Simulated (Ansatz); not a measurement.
**MnO under changes of volume**

One of the cells (10.999 Å³/atom); the others are scaled copies at fixed shape and fractional positions:

```
Mn O
1.0
     0.00000    2.22391    2.22391
     2.22391    0.00000    2.22391
     2.22391    2.22391    0.00000
Mn O
1 1
Direct
  0.00000 0.00000 0.00000
  0.50000 0.50000 0.50000
```

The cell is a database's computed one.

| Quantity | Value |
| --- | --- |
| Program | Ansatz 0.2.0 |
| Functional | LDA |
| Potentials or basis | all-electron LAPW, scalar-relativistic |
| Cutoff | 324 eV (chosen from the basis error) |
| Basis error allowed | 0.001 eV/atom |
| k mesh | 10 × 10 × 10 |
| Occupations | fermi-dirac, width 0.05 eV |
| Spin | collinear spin, ferromagnetic start |
| Starting moments | [4.0, 0.0] μB |

```csv
volume (Å³/atom),energy over the lowest point (meV/atom),pressure (GPa),moment (μB per cell)
10.339,0.00,-12.4,4.36
10.559,18.35,-13.9,4.45
10.779,?,?,?
10.999,60.22,-16.6,4.60
11.219,83.84,-17.7,4.67
11.439,108.43,-18.5,4.74
11.659,134.10,-19.7,4.79
```

Problem. What does the run at 10.779 Å³/atom give?

Solution. Energy over the lowest point 38.37 meV/atom; pressure -15.2 GPa; moment 4.53 μB per cell.

Worked out: A Birch-Murnaghan fit of order 3 (a polynomial in V^(-2/3)) to the other rows has no minimum within the range. It gives 38.46 meV/atom at 10.779 Å³/atom, against the run's 38.37, and -dE/dV = -15.4 GPa, against -15.2. A parabola through the other rows of the moment, of slope 0.353 μB per Å³/atom there, gives 4.53 μB, against the run's 4.53.

Energies are extrapolated to zero smearing.

Caveats: a cell with one magnetic atom can't hold antiferromagnetic order, which such compounds often take.
